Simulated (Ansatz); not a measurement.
## Sb under changes of volume

One of the cells (30.206 Å³/atom); the others are scaled copies at fixed shape and fractional positions:

```
Sb
1.0
     2.15420    1.24373    3.75800
    -2.15420    1.24373    3.75800
     0.00000   -2.48746    3.75800
Sb
2
Cartesian
  0.0000 0.0000 8.6416
  0.0000 0.0000 2.6324
```

| Quantity | Value |
| --- | --- |
| Program | Ansatz 0.2.0 |
| Functional | PBE |
| Potentials or basis | Ansatz PAW |
| Cutoff | 420 eV (not typed: the program's choice for these potentials) |
| k mesh | 8 × 8 × 8 |
| Occupations | fermi-dirac, width 0.05 eV |
| Spin | no spin polarisation |

```csv
volume (Å³/atom),energy over the lowest point (meV/atom),pressure (GPa),largest force (eV/Å)
28.393,65.63,7.1,0.516
28.998,42.01,5.5,0.389
29.602,?,?,?
30.206,11.64,2.7,0.159
30.810,3.72,1.5,0.056
31.414,0.00,0.5,0.040
32.018,0.06,-0.5,0.129
```

Problem. What does the run at 29.602 Å³/atom give?

Solution. Energy over the lowest point 24.22 meV/atom; pressure 4.0 GPa; largest force 0.271 eV/Å.

Worked out: A Birch-Murnaghan fit of order 3 (a polynomial in V^(-2/3)) to the other rows has its minimum at 31.70 Å³/atom with B0 = V·E''(V) = 50 GPa and B' = 4.5 at fixed shape and positions, which overstates the stiffness. It gives 24.23 meV/atom at 29.602 Å³/atom, against the run's 24.22, and -dE/dV = 4.0 GPa, against 4.0.

Energies are extrapolated to zero smearing.
